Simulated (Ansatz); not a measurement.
# AlGa₃N₄: work and stress of cleavage

All numbers below come from DFT r2SCAN, scalar-relativistic, plane waves, PAW in Ansatz. Cutoff 500 eV, Γ-centred 7×4×3 k-points, Gaussian smearing of 0.05 eV. No spin polarisation. Energies are free energies at this smearing, counted from the undisturbed cell; pressure is positive in compression.

Reference structure (relaxed at this level; it needn't be the usual structure):

```yaml
crystal:
  lattice:
    - [0.00000, -3.16341, 0.00000]
    - [0.00369, 0.00000, -5.47699]
    - [10.27784, 0.00000, 0.00003]
  atoms:
    - { symbol: Al, position: [0.50000, 0.33270, 0.84564] }
    - { symbol: Al, position: [0.50000, 0.33270, 0.34564] }
    - { symbol: Ga, position: [0.50000, 0.66494, 0.09494] }
    - { symbol: Ga, position: [0.50000, 0.66494, 0.59494] }
    - { symbol: Ga, position: [0.00000, 0.16854, 0.09498] }
    - { symbol: Ga, position: [0.00000, 0.16854, 0.59498] }
    - { symbol: Ga, position: [0.00000, 0.83381, 0.34528] }
    - { symbol: Ga, position: [0.00000, 0.83381, 0.84528] }
    - { symbol: N, position: [0.50000, 0.65940, 0.90506] }
    - { symbol: N, position: [0.50000, 0.65940, 0.40506] }
    - { symbol: N, position: [0.00000, 0.17407, 0.90402] }
    - { symbol: N, position: [0.00000, 0.17407, 0.40402] }
    - { symbol: N, position: [0.00000, 0.83381, 0.15547] }
    - { symbol: N, position: [0.00000, 0.83381, 0.65547] }
    - { symbol: N, position: [0.50000, 0.33273, 0.16123] }
    - { symbol: N, position: [0.50000, 0.33273, 0.66123] }
```

The cut lies on the cell's a–b face, a (1 0 0) plane (indices in the standard cell, whose axes needn't be the Cartesian ones shown) of area 17.33 Å², between layers 1.95 Å apart. Vector c is lengthened by d along the normal with the atoms' Cartesian places fixed: one unrelaxed cut a cell. The traction is positive where the two halves pull on each other.

```csv
d (Å),energy (J/m²),traction (GPa)
0.00,0.00,0.0
0.50,1.59,44.4
1.00,3.69,37.3
2.00,6.18,13.9
3.00,6.91,2.9
6.00,7.14,0.2
```

Problem. What are the work of separation and the cleavage stress, and do they fit the universal binding curve?

Solution. The energy levels off near W ≈ 7.14 J/m² (the traction is down to 0.2 GPa), the energy of the two unrelaxed faces, 3.57 J/m² each on average. The largest sampled traction is 44.4 GPa at d = 0.50 Å, and a parabola through it and its two neighbours peaks at σ_max ≈ 47.8 GPa, d ≈ 0.68 Å. The curve E = W[1 − (1 + d/ℓ)exp(−d/ℓ)] peaks in traction at d = ℓ with σ_max = W/(eℓ); with 1 J/m² per Å = 10 GPa this W and σ_max give ℓ = 0.55 Å. A parabola through that curve at the same three d peaks at 0.67 Å, against 0.68 Å here, a fair fit. The cut parts unlike faces (N and Ga); in an ionic crystal that makes them polar, and the energy then depends on the thickness of the slab. The opened faces are metallic here, and spin polarisation, left out, could lower W. Real crystals break at far lower stress, because cracks concentrate it, and on the plane of lowest W, which needn't be this one.

The cut is rigid; relaxing the faces lowers these energies and usually the stresses.

The gap closes along the scan, which can put kinks into the curve.

Cost: 6 runs of about 21 core-minutes in all, on Intel Xeon Processor @ 2.50GHz (Skylake/Cascade Lake) (shared hosts).